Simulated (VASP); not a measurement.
# H (I4/mmm) in VASP: a series of runs

Runs on H. Level: PBE. Tasks: single point.

All numbers are computed with VASP 6.6.1; they aren't measurements. Logs are shortened: lines on timing, memory, paths and dates and some standing lists are left out, and cuts for length are marked.

**1. The structure**

It takes space group I4/mmm (No. 139, tetragonal). The conventional cell has a = 3.383 Å, b = 3.383 Å, c = 4.117 Å, α = 90.00°, β = 90.00°, γ = 90.00°. Around H (site symmetry 4mm) lie 1 H at 0.74 Å.

**2. Single point, PBE**

File INCAR:

```
SYSTEM = H
PREC = Accurate
ENCUT = 450
EDIFF = 1E-6
ISMEAR = 1
SIGMA = 0.05
LREAL = .False.
LASPH = .True.
NELM = 100
ALGO = Normal
ISIF = 2
LWAVE = .False.
LCHARG = .False.
GGA = PE
NBANDS = 8
ADDGRID = .False.
```

File KPOINTS:

```
regular mesh
0
Gamma
  14 14 14
  0 0 0
```

File POSCAR:

```
H
1.0
   -1.6915344700      1.6915344700      2.0584739900
    1.6915344700     -1.6915344700      2.0584739900
    1.6915344700      1.6915344700     -2.0584739900
H
2
Direct
    0.0901377100      0.0901377100      0.0000000000
    0.9098622900      0.9098622900      0.0000000000
```

Potentials or basis: VASP PAW PBE potentials, release 64 (H).

Started as:

```bash
$ cat potpaw_PBE.64/H/POTCAR > POTCAR
$ mpirun -np 1 vasp_std > vasp.out
```

OUTCAR:

```text
SYSTEM = H
   PREC = Accurate
   ENCUT = 450
   EDIFF = 1E-6
   ISMEAR = 1
   LREAL = .False.
   LASPH = .True.
   NELM = 100
   ISIF = 2
   GGA = PE

 Found    244 irreducible k-points:

 Following reciprocal coordinates:
            Coordinates               Weight
  0.000000  0.000000  0.000000      1.000000
  0.071429 -0.000000  0.000000      8.000000
  0.142857  0.000000  0.000000      8.000000
  0.214286  0.000000 -0.000000      8.000000
  0.285714 -0.000000  0.000000      8.000000
  0.357143 -0.000000  0.000000      8.000000
   k-points           NKPTS =    244   k-points in BZ     NKDIM =    244   number of bands    NBANDS=      8
   number of dos      NEDOS =    301   number of ions     NIONS =      2
   total plane-waves  NPLWV =  13824
   dimension x,y,z NGX =    24 NGY =   24 NGZ =   24
   dimension x,y,z NGXF=    48 NGYF=   48 NGZF=   48
   ions per type =               2
   NGX,Y,Z   is equivalent  to a cutoff of  12.64, 12.64, 12.64 a.u.
   NGXF,Y,Z  is equivalent  to a cutoff of  25.29, 25.29, 25.29 a.u.
 SYSTEM =  H
   PREC   = accura    normal or accurate (medium, high low for compatibility)
   ISTART =      0    job   : 0-new  1-cont  2-samecut
   ICHARG =      2    charge: 1-file 2-atom 10-const
   ISPIN  =      1    spin polarized calculation?
   LNONCOLLINEAR =      F non collinear calculations
   LSORBIT =      F    spin-orbit coupling
   LASPH  =      T    aspherical Exc in radial PAW
   ENCUT  =  450.0 eV  33.07 Ry    5.75 a.u.   5.46  5.46  5.46*2*pi/ulx,y,z
   NELM   =    100;   NELMIN=  2; NELMDL= -5     # of ELM steps
   EDIFF  = 0.1E-05   stopping-criterion for ELM
   LREAL  =      F    real-space projection
   EDIFFG = 0.1E-04   stopping-criterion for IOM
   NSW    =      0    number of steps for IOM
   IBRION =     -1    ionic relax: 0-MD 1-quasi-New 2-CG
   NFREE  =      0    steps in history (QN), initial steepest desc. (CG)
   ISIF   =      2    stress and relaxation
   ISYM   =      2    0-nonsym 1-usesym 2-fastsym
   POTIM  = 0.5000    time-step for ionic-motion
   TEBEG  =    0.0;   TEEND  =   0.0 temperature during run
   PSTRESS=    0.0 pullay stress
   NELECT =       2.0000    total number of electrons
   NUPDOWN=      -1.0000    fix difference up-down
   EMIN   =  10.00;   EMAX   =-10.00  energy-range for DOS
   EFERMI =   0.00;   METHOD = LEGACY
   ISMEAR =     1;   SIGMA  =   0.05  broadening in eV -4-tet -1-fermi 0-gaus
   EFERMI_NEDOS =   21; number of points for ismear=-14 and -15
   IALGO  =     38    algorithm
   IMIX   =      4    mixing-type and parameters
     AMIX     =   0.40;   BMIX     =  1.00
     AMIX_MAG =   1.60;   BMIX_MAG =  1.00
  volume/ion in A,a.u.               =      11.78        79.49
  Fermi-wavevector in a.u.,A,eV,Ry     =   0.719497  1.359653  7.043413  0.517676
  Thomas-Fermi vector in A             =   1.808708
   LORBIT       =      0    0 simple, 1 ext, 2 COOP (PROOUT), +10 PAW based schemes
   GGA     = PE    functional components
   LHFCALC =     F    Hartree Fock is set to
   AEXX    =    0.0000 exact exchange contribution
   IVDW    =     0    specifies the selected vdW correction
   LEPSILON=     F    determine dielectric tensor
   LRPA    =     F    only Hartree local field effects (RPA)
 non-spin polarized calculation
 Methfessel and Paxton  Order N= 1 SIGMA  =   0.05
  energy-cutoff  :      450.00
  volume of cell :       23.56
 maximum number of plane-waves:       531
 NGX is ok and might be reduce to    24
   NGX = 11   NGY = 11   NGZ = 11

 number of electron       2.0000000 magnetization

 Free energy of the ion-electron system (eV)
  ---------------------------------------------------
  ext. energy  EPLUGINS =         0.00000000
  ---------------------------------------------------
  free energy    TOTEN  =        -6.77647012 eV

  energy without entropy =       -6.77649995  energy(sigma->0) =       -6.77648006

 E-fermi :  -8.1448     XC(G=0):  -5.3448

 val. band max:       -8.1528619906   @ k =   0.5000   0.5000   0.5000
 cond. band min:       0.7808713637   @ k =   0.5000  -0.0000   0.0000
 fundamental gap:      8.9337333543
 Fermi energy:        -8.1447584888

 k-point     1 :       0.0000    0.0000    0.0000
  band No.  band energies     occupation
      1     -10.5214      2.00000
      2       5.4488      0.00000
      3       8.9357      0.00000
      4      15.3799      0.00000
      5      15.3799      0.00000
      6      17.4505      0.00000
      7      17.4505      0.00000
      8      18.9858      0.00000

 k-point     2 :       0.0714   -0.0000    0.0000
  band No.  band energies     occupation
      1     -10.4593      2.00000
      2       5.1459      0.00000
      3       9.0679      0.00000
      4      14.7087      0.00000
      5      14.9097      0.00000
      6      17.4903      0.00000
      7      17.9132      0.00000
      8      18.5932      0.00000

 k-point     3 :       0.1429    0.0000    0.0000
  band No.  band energies     occupation
      1     -10.2794      2.00000
      2       4.3960      0.00000
      3       9.3181      0.00000
      4      13.3309      0.00000
      5      14.1243      0.00000
      6      17.9853      0.00000
      7      17.9879      0.00000
      8      18.7329      0.00000

 k-point     4 :       0.2143    0.0000   -0.0000
  band No.  band energies     occupation
      1     -10.0014      2.00000
      2       3.4412      0.00000
      3       9.4819      0.00000
      4      12.0636      0.00000
      5      13.4164      0.00000
      6      17.1473      0.00000
      7      17.9360      0.00000
      8      19.0489      0.00000

 k-point     5 :       0.2857   -0.0000    0.0000
  band No.  band energies     occupation
      1      -9.6621      2.00000
      2       2.4584      0.00000
      3       9.4356      0.00000
      4      11.2055      0.00000
      5      12.8599      0.00000
      6      16.2902      0.00000
      7      17.4161      0.00000
      8      20.0219      0.00000

 k-point     6 :       0.3571   -0.0000    0.0000
  band No.  band energies     occupation
      1      -9.3220      2.00000
      2       1.5955      0.00000
      3       9.1770      0.00000
      4      10.8035      0.00000
      5      12.4673      0.00000
      6      15.6321      0.00000
      7      17.2245      0.00000
      8      19.5535      0.00000

 [... further k-points ...]

------------------------ aborting loop because EDIFF is reached ----------------------------------------

  FORCE on cell =-STRESS in cart. coord.  units (eV):
  Direction    XX          YY          ZZ          XY          YZ          ZX
  --------------------------------------------------------------------------------------
  -------------------------------------------------------------------------------------
  Total       -0.0129996     -0.0129996      0.1776138      0.0000000      0.0000000      0.0000000
  in kB       -0.8840425     -0.8840425     12.0787002      0.0000000      0.0000000      0.0000000
  external PRESSURE =       3.4368718 kB  Pullay stress =       0.0000000 kB

 VOLUME and BASIS-vectors are now :
 -----------------------------------------------------------------------------
  energy-cutoff  :      450.00
  volume of cell :       23.56
      direct lattice vectors                 reciprocal lattice vectors
    -1.691534470  1.691534470  2.058473990     0.000000000  0.295589602  0.242898381
     1.691534470 -1.691534470  2.058473990     0.295589602  0.000000000  0.242898381
     1.691534470  1.691534470 -2.058473990     0.295589602  0.295589602  0.000000000

 POSITION                                       TOTAL-FORCE (eV/Angst)
 -----------------------------------------------------------------------------------
      0.00000      0.00000      0.37109         0.000000      0.000000      0.274916
      0.00000      0.00000      3.74586        -0.000000     -0.000000     -0.274916
 -----------------------------------------------------------------------------------
    total drift:                               -0.000000      0.000000      0.000000

  FREE ENERGIE OF THE ION-ELECTRON SYSTEM (eV)
  ---------------------------------------------------
  free  energy   TOTEN  =        -6.7764701156 eV

  energy  without entropy=       -6.7764999481  energy(sigma->0) =       -6.77648006
```

Wall time 31 s (1 thread of Intel Xeon Platinum 8259CL at 2.50GHz (Skylake/Cascade Lake), shared host); peak memory 0.15 GiB.

The run converged, but some of its settings lie outside the range that counts as converged, so its numbers aren't taken as properties of the crystal.

Results:

```
Free energy            : -6.7765 eV
Pressure               : 0.3 GPa
Largest force          : 0.275 eV/Å
Band gap on the k mesh : 8.93 eV, indirect (least direct gap 9.74 eV)
```

**3. Single point, PBE**

Edit INCAR of step 2 so:

```diff
@@ -5,3 +5,3 @@
 ISMEAR = 1
-SIGMA = 0.05
+SIGMA = 0.02
 LREAL = .False.
```

KPOINTS is that of step 2.

POSCAR is that of step 2.

Potentials or basis: VASP PAW PBE potentials, release 64 (H).

Started as:

```bash
$ cat potpaw_PBE.64/H/POTCAR > POTCAR
$ mpirun -np 1 vasp_std > vasp.out
```

OUTCAR:

```text
SYSTEM = H
   PREC = Accurate
   ENCUT = 450
   EDIFF = 1E-6
   ISMEAR = 1
   LREAL = .False.
   LASPH = .True.
   NELM = 100
   ISIF = 2
   GGA = PE

 Found    244 irreducible k-points:

 Following reciprocal coordinates:
            Coordinates               Weight
  0.000000  0.000000  0.000000      1.000000
  0.071429 -0.000000  0.000000      8.000000
  0.142857  0.000000  0.000000      8.000000
  0.214286  0.000000 -0.000000      8.000000
  0.285714 -0.000000  0.000000      8.000000
  0.357143 -0.000000  0.000000      8.000000
   k-points           NKPTS =    244   k-points in BZ     NKDIM =    244   number of bands    NBANDS=      8
   number of dos      NEDOS =    301   number of ions     NIONS =      2
   total plane-waves  NPLWV =  13824
   dimension x,y,z NGX =    24 NGY =   24 NGZ =   24
   dimension x,y,z NGXF=    48 NGYF=   48 NGZF=   48
   ions per type =               2
   NGX,Y,Z   is equivalent  to a cutoff of  12.64, 12.64, 12.64 a.u.
   NGXF,Y,Z  is equivalent  to a cutoff of  25.29, 25.29, 25.29 a.u.
 SYSTEM =  H
   PREC   = accura    normal or accurate (medium, high low for compatibility)
   ISTART =      0    job   : 0-new  1-cont  2-samecut
   ICHARG =      2    charge: 1-file 2-atom 10-const
   ISPIN  =      1    spin polarized calculation?
   LNONCOLLINEAR =      F non collinear calculations
   LSORBIT =      F    spin-orbit coupling
   LASPH  =      T    aspherical Exc in radial PAW
   ENCUT  =  450.0 eV  33.07 Ry    5.75 a.u.   5.46  5.46  5.46*2*pi/ulx,y,z
   NELM   =    100;   NELMIN=  2; NELMDL= -5     # of ELM steps
   EDIFF  = 0.1E-05   stopping-criterion for ELM
   LREAL  =      F    real-space projection
   EDIFFG = 0.1E-04   stopping-criterion for IOM
   NSW    =      0    number of steps for IOM
   IBRION =     -1    ionic relax: 0-MD 1-quasi-New 2-CG
   NFREE  =      0    steps in history (QN), initial steepest desc. (CG)
   ISIF   =      2    stress and relaxation
   ISYM   =      2    0-nonsym 1-usesym 2-fastsym
   POTIM  = 0.5000    time-step for ionic-motion
   TEBEG  =    0.0;   TEEND  =   0.0 temperature during run
   PSTRESS=    0.0 pullay stress
   NELECT =       2.0000    total number of electrons
   NUPDOWN=      -1.0000    fix difference up-down
   EMIN   =  10.00;   EMAX   =-10.00  energy-range for DOS
   EFERMI =   0.00;   METHOD = LEGACY
   ISMEAR =     1;   SIGMA  =   0.02  broadening in eV -4-tet -1-fermi 0-gaus
   EFERMI_NEDOS =   21; number of points for ismear=-14 and -15
   IALGO  =     38    algorithm
   IMIX   =      4    mixing-type and parameters
     AMIX     =   0.40;   BMIX     =  1.00
     AMIX_MAG =   1.60;   BMIX_MAG =  1.00
  volume/ion in A,a.u.               =      11.78        79.49
  Fermi-wavevector in a.u.,A,eV,Ry     =   0.719497  1.359653  7.043413  0.517676
  Thomas-Fermi vector in A             =   1.808708
   LORBIT       =      0    0 simple, 1 ext, 2 COOP (PROOUT), +10 PAW based schemes
   GGA     = PE    functional components
   LHFCALC =     F    Hartree Fock is set to
   AEXX    =    0.0000 exact exchange contribution
   IVDW    =     0    specifies the selected vdW correction
   LEPSILON=     F    determine dielectric tensor
   LRPA    =     F    only Hartree local field effects (RPA)
 non-spin polarized calculation
 Methfessel and Paxton  Order N= 1 SIGMA  =   0.02
  energy-cutoff  :      450.00
  volume of cell :       23.56
 maximum number of plane-waves:       531
 NGX is ok and might be reduce to    24
   NGX = 11   NGY = 11   NGZ = 11

 number of electron       2.0000000 magnetization

 Free energy of the ion-electron system (eV)
  ---------------------------------------------------
  ext. energy  EPLUGINS =         0.00000000
  ---------------------------------------------------
  free energy    TOTEN  =        -6.77648083 eV

  energy without entropy =       -6.77648161  energy(sigma->0) =       -6.77648109

 E-fermi :  -8.1372     XC(G=0):  -5.3448

 val. band max:       -8.1528520749   @ k =   0.5000   0.5000   0.5000
 cond. band min:       0.7808748397   @ k =   0.5000  -0.0000   0.0000
 fundamental gap:      8.9337269146
 Fermi energy:        -8.1372081567

 k-point     1 :       0.0000    0.0000    0.0000
  band No.  band energies     occupation
      1     -10.5214      2.00000
      2       5.4488      0.00000
      3       8.9357      0.00000
      4      15.3799      0.00000
      5      15.3799      0.00000
      6      17.4505      0.00000
      7      17.4505      0.00000
      8      18.9858      0.00000
[... 45 lines left out ...]
 k-point     6 :       0.3571   -0.0000    0.0000
  band No.  band energies     occupation
      1      -9.3220      2.00000
      2       1.5955      0.00000
      3       9.1770      0.00000
      4      10.8035      0.00000
      5      12.4673      0.00000
      6      15.6321      0.00000
      7      17.2245      0.00000
      8      19.5535      0.00000

 [... further k-points ...]

------------------------ aborting loop because EDIFF is reached ----------------------------------------

  FORCE on cell =-STRESS in cart. coord.  units (eV):
  Direction    XX          YY          ZZ          XY          YZ          ZX
  --------------------------------------------------------------------------------------
  -------------------------------------------------------------------------------------
  Total       -0.0129846     -0.0129846      0.1776580      0.0000000      0.0000000      0.0000000
  in kB       -0.8830208     -0.8830208     12.0817056      0.0000000      0.0000000      0.0000000
  external PRESSURE =       3.4385547 kB  Pullay stress =       0.0000000 kB

 VOLUME and BASIS-vectors are now :
 -----------------------------------------------------------------------------
  energy-cutoff  :      450.00
  volume of cell :       23.56
      direct lattice vectors                 reciprocal lattice vectors
    -1.691534470  1.691534470  2.058473990     0.000000000  0.295589602  0.242898381
     1.691534470 -1.691534470  2.058473990     0.295589602  0.000000000  0.242898381
     1.691534470  1.691534470 -2.058473990     0.295589602  0.295589602  0.000000000

 POSITION                                       TOTAL-FORCE (eV/Angst)
 -----------------------------------------------------------------------------------
      0.00000      0.00000      0.37109         0.000000      0.000000      0.274880
      0.00000      0.00000      3.74586        -0.000000     -0.000000     -0.274880
 -----------------------------------------------------------------------------------
    total drift:                               -0.000000      0.000000     -0.000000

  FREE ENERGIE OF THE ION-ELECTRON SYSTEM (eV)
  ---------------------------------------------------
  free  energy   TOTEN  =        -6.7764808308 eV

  energy  without entropy=       -6.7764816105  energy(sigma->0) =       -6.77648109
```

stdout:

```text
POSCAR found type information on POSCAR H
 POSCAR found :  1 types and       2 ions
 scaLAPACK will be used
 LDA part: xc-table for (Slater+PW92), standard interpolation
 POSCAR, INCAR and KPOINTS ok, starting setup
 FFT: planning ... GRIDC
 FFT: planning ... GRID_SOFT
 FFT: planning ... GRID
 WAVECAR not read
 entering main loop
```

Run time: 37 s. Hardware: 1 thread of Intel Xeon Platinum 8259CL at 2.50GHz (Skylake/Cascade Lake), shared host; peak memory 0.15 GiB.

These settings aren't checked as converged: the numbers below hold their error.

What came out:

```
Free energy            : -6.7765 eV
Pressure               : 0.3 GPa
Largest force          : 0.275 eV/Å
Band gap on the k mesh : 8.93 eV, indirect (least direct gap 9.74 eV)
```

**4. The reference run**

An earlier run on the cell as given: functional PBE; potentials or basis VASP PAW PBE potentials, release 64 (H); cutoff 520 eV; k mesh 11 × 11 × 11; occupations fermi-dirac, width 0.05 eV; no spin polarisation.

* Pressure: 0.6 GPa
* Largest force: 0.264 eV/Å
* Band gap on the k mesh: 9.05 eV, indirect (least direct gap 9.84 eV)
